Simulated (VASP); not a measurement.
A calculation with VASP 6.6.1 of C (native input, structure from a POSCAR):

File INCAR:

```
SYSTEM = C
PREC = Accurate ; ENCUT = 500
EDIFF = 1E-6 ; ISMEAR = 0
SIGMA = 0.05 ; LREAL = .False.
LASPH = .True. ; NELM = 100
ALGO = Fast ; ISIF = 2
LWAVE = .False. ; LCHARG = .False.
GGA = PE ; NBANDS = 11
```

KPOINTS

```
Automatic mesh
0
Gamma
  13 13 13
  0 0 0
```

Contents of POSCAR:

```
C
1.0
    0.0000000000      1.7833700000      1.7833700000
    1.7833700000      0.0000000000      1.7833700000
    1.7833700000      1.7833700000      0.0000000000
C
2
Direct
    0.7500000000      0.7500000000      0.7500000000
    0.5000000000      0.5000000000      0.5000000000
```

Potentials or basis: VASP PAW PBE potentials, release 64 (C).

Run with:

```sh
$ cat potpaw_PBE.64/C/POTCAR > POTCAR
$ mpirun -np 1 vasp_std > vasp.out
```

This isn't the form of C at room conditions, which is graphite.

Q: Write the same calculation in another form: ASE script, structure typed inline.

A: As run:

File run.py:

```python
from ase import Atoms
from ase.calculators.vasp import Vasp
from ase.dft.bandgap import bandgap

atoms = Atoms(
    ['C', 'C'],
    cell=[[0.0, 1.78337, 1.78337], [1.78337, 0.0, 1.78337], [1.78337, 1.78337, 0.0]],
    scaled_positions=[[0.75, 0.75, 0.75], [0.5, 0.5, 0.5]],
    pbc=True,
)
calc = Vasp(
    directory='calc',
    xc='pbe',
    pp='PBE',
    setups='minimal',
    prec='Accurate',
    encut=500,
    ediff=1e-07,
    ismear=0,
    sigma=0.05,
    lreal=False,
    lasph=True,
    nelm=80,
    algo='Normal',
    isif=2,
    lwave=False,
    lcharg=False,
    kpts=[13, 13, 13],
    gamma=True,
    nbands=11,
)
atoms.calc = calc

print('energy (eV):', atoms.get_potential_energy())
print('free energy (eV):', atoms.get_potential_energy(force_consistent=True))
print('forces (eV/A):')
print(atoms.get_forces())
print('stress (eV/A^3, Voigt):', atoms.get_stress())
print('Fermi level (eV):', calc.get_fermi_level())
gap, top, bottom = bandgap(calc)
print('band gap (eV):', gap, 'from (spin, k, band)', top, 'to', bottom)
```

Potentials or basis: VASP PAW PBE potentials, release 64 (C).

The run is started by

```bash
$ python run.py
```

Both were run:

|  | native input, structure from a POSCAR | ASE script, structure typed inline |
| --- | --- | --- |
| Pressure | 2.5 GPa | 2.5 GPa |
| Band gap on the k mesh | 4.14 eV, indirect (least direct gap 5.59 eV) | 4.14 eV, indirect (least direct gap 5.59 eV) |

Keys that steer only the numerical path or the files written may differ.

Caveat: an odd mesh through Γ misses points on the zone boundary, where band edges often lie.
